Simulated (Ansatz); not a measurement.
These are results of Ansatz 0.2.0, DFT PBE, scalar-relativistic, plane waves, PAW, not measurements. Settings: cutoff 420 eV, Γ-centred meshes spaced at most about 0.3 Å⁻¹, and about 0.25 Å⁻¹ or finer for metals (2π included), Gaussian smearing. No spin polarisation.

Temperature and zero-point effects are left out.

**Question.** Which of these relaxed structures of BiH is the lowest in energy?
1.

Space group I4mm (No. 107). a = 3.296 Å, b = 3.296 Å, c = 8.583 Å, α = 90.00°, β = 90.00°, γ = 90.00°
```tsv
atom	site	symmetry	x	y	z
Bi	2a	4mm	0.5000	0.5000	0.3926
H	2a	4mm	0.5000	0.5000	0.1794
```

2.

Space group Pmma (No. 51). a = 4.580 Å, b = 4.214 Å, c = 4.860 Å, α = 90.00°, β = 90.00°, γ = 90.00°
```json
{"atom": "Bi", "site": "2e", "symmetry": "mm2", "x": "0.7500", "y": "0.0000", "z": "0.7154"}
{"atom": "H", "site": "2f", "symmetry": "mm2", "x": "0.7500", "y": "0.5000", "z": "0.7123"}
```

3.

Space group P6_3/mmc (No. 194). a = 3.676 Å, b = 3.676 Å, c = 5.783 Å, α = 90.00°, β = 90.00°, γ = 120.00°
```csv
atom,site,symmetry,x,y,z
Bi,2d,-6m2,0.3333,0.6667,0.7500
H,2a,-3m.,0.0000,0.0000,0.0000
```

4.

Space group I4/mmm (No. 139). a = 4.078 Å, b = 4.078 Å, c = 4.372 Å, α = 90.00°, β = 90.00°, γ = 90.00°
```tsv
atom	site	symmetry	x	y	z
Bi	2a	4/mmm	0.0000	0.0000	0.0000
H	2b	4/mmm	0.0000	0.0000	0.5000
```

**Answer.** 1. The next of these, cell 2, lies 62 meV/atom higher. Forms: cell 1 I4mm; cell 2 Pmma; cell 3 anti-nickel arsenide type, P6_3/mmc; cell 4 I4/mmm. Counting H atoms around Bi (those within 1.25 times the shortest such distance or 1.15 times the sum of covalent radii; the shortest distance is added where it is long for a bond): cell 1 has Bi 1; cell 2 has Bi 2; cell 3 has Bi 6 from 2.6 Å; cell 4 has Bi 2. All come from invented guesses. Even the lowest of the cells shown lies +0.29 eV/atom against the elements.

For metals, differences of a few meV/atom aren't resolved. Weakly bound directions are ill-defined at this level, which has no dispersion term (I4mm), and this can change margins and order among such cells. Spin–orbit coupling, which can matter for Bi, is left out. With hydrogen, zero-point motion can shift such differences by 10 meV/atom or more. Cells relaxed within their symmetry can be saddle points. Some structure types and database cells were kept out of the candidates from the start, so a known form may be missing.
